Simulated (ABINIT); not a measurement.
## Cu: single point with WC

Crystal: Cu.

```
Cu
1.0
     0.00000    1.80750    1.80750
     1.80750    0.00000    1.80750
     1.80750    1.80750    0.00000
Cu
1
Direct
  0.00000 0.00000 0.00000
```

* Program: ABINIT 10.8.3 (patched build)
* Task: single point
* Functional: WC
* Potentials or basis: JTH PAW PBE v2.0
* Cutoff: 844 eV
* k mesh: 13 × 13 × 13
* Occupations: fermi-dirac, width 0.05 eV
* Spin: no spin polarisation

- Pressure: -5.9 GPa
- Band gap on the k mesh: none (metal or under the smearing width)
- Valence electrons inside the program's atomic spheres: Cu 17.37 (radii [1.0588] Å)

Levels at points of the mesh, in eV from the Fermi level:
```
           k point  band 6  band 7  band 8  band 9  band 10  band 11  band 12  band 13  band 14
(0.00, 0.00, 0.00)   -3.18   -3.18   -3.18   -2.34    -2.34    22.72    25.12    25.12    25.12
```

Wall time 72 s on 1 thread of Arm Neoverse N1, with other jobs on the host, peak memory 0.11 GiB.

Caveat: the PAW data sets were made with another functional, which shifts forces and pressure a little.
